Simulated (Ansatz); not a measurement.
# CdSe: the cost of one run

The runs shown are made with Ansatz 0.2.0. PAW datasets, plane waves. Calculated at 0 K for a non-magnetic cell.

### Step 1. The structure to begin with

The unstrained cell was relaxed with r2SCAN; in each strained cell the atoms were relaxed again with r2SCAN. Names of k-points are those of the unstrained zone, where strain can split equivalent points. First state: +4.4 % strain along z alone.

Space group I-4m2 (No. 119), tetragonal; a = 4.339 Å, c = 6.403 Å in the conventional setting, 30.13 Å³ an atom. Around Cd lie 4 Se at 2.70 Å; around Se lie 4 Cd at 2.70 Å.

Structure file:

```cif
data_structure
_symmetry_space_group_name_H-M 'P 1'
_symmetry_Int_Tables_number 1
_cell_length_a 4.4341
_cell_length_b 4.4341
_cell_length_c 4.3385
_cell_angle_alpha 60.711
_cell_angle_beta 60.711
_cell_angle_gamma 58.579
_cell_volume 60.26
loop_
_atom_site_label
_atom_site_type_symbol
_atom_site_fract_x
_atom_site_fract_y
_atom_site_fract_z
_atom_site_occupancy
Cd1 Cd 0.00000 0.00000 0.00000 1
Se1 Se 0.75000 0.75000 0.75000 1
```

From earlier runs on the unstrained cell: PBE 0.56 eV, r2SCAN 1.04 eV, HSE06 1.48 eV, G0W0 1.10 eV (on its mesh); a = 6.136 Å.

### Step 2. +4.4 % strain along z alone: PBE

input.yaml

```yaml
crystal:
  lattice:
    - [0.0, 3.0678017004, 3.2015578546]
    - [3.0678017004, 0.0, 3.2015578546]
    - [3.0678017004, 3.0678017004, 0.0]
  atoms:
    - { symbol: Cd, position: [0.0, 0.0, 0.0] }
    - { symbol: Se, position: [0.75, 0.75, 0.75] }
kpoints:
  mp_grid: { grid: [8, 8, 8] }
  band_path:
    path:
      - [0.0, 0.0, 0.0]
      - [-0.5, -0.5, 0.0]
      - [-0.375, -0.375, 0.25]
      - [-0.375, 0.0, 0.375]
      - [0.0, 0.0, 0.5]
      - [-0.5, -0.25, 0.25]
    npoints: 1
hamiltonian:
  xc: pbe
scf:
  occupations: { method: fermi_dirac, width: 0.02 }
  n_extra_bands: 4
output:
  forces: true
  stress: true
  eigenvalues: true
```

Run with:

```
ansatz run input.yaml --threads 4 --pin off --max-ram 4608MiB --backend cpu --events-out ev --progress --plain --runs-dir out
```

What time and memory should one allow on 4 threads of Arm Neoverse V1, shared host?

About 2.5 s, with a peak of 0.42 GiB.
